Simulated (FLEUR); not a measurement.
# Bi: band structure with SCAN

The system is Bi.

```xyz
2
Lattice="3.4886 -3.1326 0.0000 3.4886 3.1326 0.0000 -1.2602 0.0000 3.1136" Properties=species:S:1:pos:R:3 pbc="T T T"
Bi    4.1738    0.0000    2.6695
Bi    1.5432    0.0000    0.4440
```

This isn't the form of Bi at room conditions, which is rhombohedral.

```yaml
Program: FLEUR MaX-R8.1 (later development tree)
Task: band structure
Functional: SCAN
Potentials_or_basis: all-electron
Basis: FLAPW
Kmax: 4.1 1/bohr
k_mesh: 6 × 6 × 9
Occupations: fermi-dirac, width 0.05 eV
Spin: no spin polarisation
Gmax: 12.7 1/bohr
Muffin-tin_radii: Bi 2.66 bohr
lmax: Bi 10
lnonsphr: Bi 10
Local_orbitals_a_species: Bi 5
Max_iterations: 80
Mixing_factor: 0.05
Mixer: Anderson
Mixer_history: 30
Density_convergence: 0.0001 me/bohr^3
```

```yaml
Band_gap_along_the_path: none (metal or under the smearing width)
Valence_electrons_inside_the_program's_atomic_spheres: Bi 18.83 (radii Bi 2.66 bohr)
```

Levels at the corners of the path, in eV from the Fermi level:
```tsv
point	band 18	band 19	band 20	band 21	band 22	band 23	band 24	band 25
Γ	-9.53	-3.28	-2.94	3.15	3.34	3.88	4.24	4.35
Y	-9.77	-3.37	-2.80	-2.29	-0.66	1.84	2.05	6.52
F	-8.93	-3.39	-2.55	-2.13	-1.42	1.76	2.61	5.68
H	-9.40	-2.98	-2.03	0.67	1.03	2.24	3.47	4.37
Z	-9.30	-4.11	-2.66	-1.79	1.21	1.46	1.81	6.87
I	-9.69	-3.94	-3.05	-2.43	-0.47	1.46	1.80	6.73
F1	-8.93	-3.39	-2.55	-2.13	-1.42	1.76	2.61	5.68
H1	-9.40	-2.98	-2.03	0.67	1.03	2.24	3.47	4.37
Y1	-9.77	-3.37	-2.80	-2.29	-0.66	1.84	2.05	6.52
X	-11.48	-5.11	-5.05	3.28	4.07	5.34	5.68	9.68
Γ	-9.53	-3.28	-2.94	3.15	3.34	3.88	4.24	4.35
N	-9.44	-4.44	-3.30	-1.94	0.86	2.19	2.37	6.43
M	-11.96	-1.12	-0.89	-0.75	-0.70	3.53	4.72	8.41
Γ	-9.53	-3.28	-2.94	3.15	3.34	3.88	4.24	4.35
```

Core levels (eV from the Fermi level):
| atom | levels |
| --- | --- |
| 1 Bi | 1s1/2 -90522.6, 2s1/2 -16246.3, 2p1/2 -15605.4, 2p3/2 -13285.3, 3s1/2 -3918.0, 3p1/2 -3629.2, 3p3/2 -3109.7, 4s1/2 -896.1, 3d3/2 -2638.2, 3d5/2 -2528.0, 4p1/2 -770.6, 4p3/2 -642.6, 5s1/2 -152.8, 4d3/2 -439.0, 4d5/2 -415.1, 4f5/2 -150.9, 4f7/2 -145.4 |
| 2 Bi | 1s1/2 -90522.6, 2s1/2 -16246.3, 2p1/2 -15605.4, 2p3/2 -13285.3, 3s1/2 -3918.0, 3p1/2 -3629.2, 3p3/2 -3109.7, 4s1/2 -896.1, 3d3/2 -2638.2, 3d5/2 -2528.0, 4p1/2 -770.6, 4p3/2 -642.6, 5s1/2 -152.8, 4d3/2 -439.0, 4d5/2 -415.1, 4f5/2 -150.9, 4f7/2 -145.4 |

It took 3.5 min on 1 thread of Arm Neoverse V2, on a shared host, peak memory 0.14 GiB.

Caveat: the meta-GGA is that of a development version, with a GGA for the radial functions and cores and without core tails; spin-orbit coupling is left out, which moves the levels of the heavy elements.
